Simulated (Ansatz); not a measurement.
# Si: the cost of one run

Computed with Ansatz 0.2.0 (DFT PBE, scalar-relativistic, plane waves, PAW, unless a step's input says otherwise).

15 further runs of the same task are left out: 15 set aside as unsound or not needed.

## 1. The starting structure

It takes space group Ia-3 (No. 206, cubic). The conventional cell has a = 6.659 Å, b = 6.659 Å, c = 6.659 Å, α = 90.00°, β = 90.00°, γ = 90.00°. Si (site symmetry 3) is surrounded by 4 Si at 2.34 to 2.40 Å.

Structure file:

```cif
data_structure
_symmetry_space_group_name_H-M 'Ia-3'
_symmetry_Int_Tables_number 206
_cell_length_a 6.6591
_cell_length_b 6.6591
_cell_length_c 6.6591
_cell_angle_alpha 90.000
_cell_angle_beta 90.000
_cell_angle_gamma 90.000
_cell_volume 295.29
loop_
_atom_site_label
_atom_site_type_symbol
_atom_site_symmetry_multiplicity
_atom_site_Wyckoff_symbol
_atom_site_fract_x
_atom_site_fract_y
_atom_site_fract_z
_atom_site_occupancy
Si1 Si 16 c 0.10143 0.10143 0.10143 1
```

It is the result of an earlier relaxation at this level (volume 18.46 Å³/atom; gap on the mesh: none (metal)).

## 2. What is varied

The energy is mapped over volume and the cell's shape.

- volume per atom: 7 values from 16.98 to 19.93 Å³
- c/a of the conventional cell: 7 values from 0.886 to 1.128

Nothing else is relaxed (fractional coordinates fixed). Energies count from the relaxed crystal. Points are written as (first, second).

## 3. Point (17.47 Å³, 0.886)

input.yaml

```yaml
crystal:
  lattice:
    - [-3.4033452184, 3.4033452184, 3.0167252016]
    - [3.4033452184, -3.4033452184, 3.0167252016]
    - [3.4033452184, 3.4033452184, -3.0167252016]
  atoms:
    - { symbol: Si, position: [0.2028545115, 0.2028545115, 0.2028545115] }
    - { symbol: Si, position: [0.5, 0.0, 0.2971454885] }
    - { symbol: Si, position: [0.2971454885, 0.5, 0.0] }
    - { symbol: Si, position: [0.0, 0.2971454885, 0.5] }
    - { symbol: Si, position: [0.7971454885, 0.7971454885, 0.7971454885] }
    - { symbol: Si, position: [0.5, 0.0, 0.7028545115] }
    - { symbol: Si, position: [0.7028545115, 0.5, 0.0] }
    - { symbol: Si, position: [0.0, 0.7028545115, 0.5] }
basis:
  ecutwfc: 420
kpoints:
  mp_grid: { grid: [10, 10, 10] }
hamiltonian:
  xc: pbe
  pseudopotentials: { kind: paw, azcp: { folder: soft_1 } }
scf:
  occupations: { method: gaussian, width: 0.15 }
output:
  forces: true
  stress: true
  eigenvalues: true
```

Launch:

```sh
> ansatz run input.yaml --threads 4 --pin off --max-ram 8192MiB --backend cpu --events-out ev --progress --plain --runs-dir out
```

What time and memory should one allow on 4 threads of Intel Xeon Platinum 8488C (Sapphire Rapids), shared host?

About 9.1 s, with a peak of 0.77 GiB.
